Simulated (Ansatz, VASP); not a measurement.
**C: VASP beside Ansatz**

```xyz
2
Lattice="0.0000 1.8168 1.8168 1.7834 0.0334 1.7834 1.7834 1.7834 0.0334" Properties=species:S:1:pos:R:3 pbc="T T T"
C     1.7834    1.8168    1.8168
C     2.6751    2.7253    2.7253
```

Change from the starting cell: strain +0.0375 x Voigt [0, 0, 0, 1, 0, 0], atoms carried along.

Alike in both runs: task single point; functional PBE; k mesh 12 × 12 × 12; occupations gaussian, width 0.05 eV; no spin polarisation.

|  | VASP | Ansatz |
| --- | --- | --- |
| version | VASP 6.6.1 | Ansatz 0.2.0 |
| potentials or method | VASP PAW PBE potentials, release 64 (C) | scalar-relativistic, plane waves, PAW |
| plane-wave cutoff (eV) | 520 | 420 |
| valence electrons in the cell | 8 | 8 |

VASP gave:

```
gap on the k mesh at the Fermi level (eV)       : 3.96
least direct gap on the mesh (eV)               : 5.01
pressure (GPa)                                  : 3.2
largest component of the traceless stress (GPa) : 21.40
rms of the force components (eV/Å)              : 0.070
```

Problem. Estimate Ansatz's values.

Solution. gap on the k mesh at the Fermi level (eV): 3.97; least direct gap on the mesh (eV): 5.02; pressure (GPa): 2.5; largest component of the traceless stress (GPa): 21.26; rms of the force components (eV/Å): 0.064.

Atom by atom the forces differ by 0.006 eV/Å (rms over components). With one functional, cell and mesh, what is left measures potentials, basis and numerics.
